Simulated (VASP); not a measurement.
Set up this calculation in VASP 6.6.1, as the native input.

* Task: single point
* Functional: PBE
* Potentials or basis: VASP PAW PBE potentials, release 64 (Nb_sv, P)
* Cutoff: 520 eV
* k mesh: 6 × 6 × 6
* Occupations: gaussian, width 0.1 eV
* Spin: no spin polarisation
* Further INCAR settings: ALGO = Normal; EDIFF = 1e-07; NBANDS = 26

The structure of NbP lies in POSCAR:

```
NbP
1.0
   -1.6749232500      1.6749232500      5.7401081800
    1.6749232500     -1.6749232500      5.7401081800
    1.6749232500      1.6749232500     -5.7401081800
Nb P
2 2
Direct
    0.7498808000      0.7498808000      0.0000000000
    0.4998808000      0.9998808000      0.5000000000
    0.3327477700      0.3327477700      0.0000000000
    0.0827477800      0.5827477800      0.5000000000
```

The cell is a database's computed one.

These files were run (other wordings do the same):

INCAR

```
SYSTEM = NbP
PREC = Accurate
ENCUT = 520
EDIFF = 1E-7
ISMEAR = 0
SIGMA = 0.1
LREAL = .False.
LASPH = .True.
NELM = 80
ALGO = Normal
ISIF = 2
LWAVE = .False.
LCHARG = .False.
GGA = PE
NBANDS = 26
```

KPOINTS

```
Automatic mesh
0
Gamma
  6 6 6
  0 0 0
```

Potentials or basis: VASP PAW PBE potentials, release 64 (Nb_sv, P).

The run is started by

```bash
$ cat potpaw_PBE.64/Nb_sv/POTCAR potpaw_PBE.64/P/POTCAR > POTCAR
$ mpirun -np 1 vasp_std > vasp.out
```

It gave:

| Item | Value |
| --- | --- |
| Pressure | -1.3 GPa |
| Largest force | 0.016 eV/Å |
| Band gap on the k mesh | 0.06 eV, direct |

Caveat: the k mesh is coarse (spacing up to 0.44 Å⁻¹), so the values aren't converged.

It took 100 s on 1 thread of Intel(R) Xeon(R) Platinum 8259CL CPU @ 2.50GHz (Skylake/Cascade Lake) (shared host), peak memory 0.34 GiB.
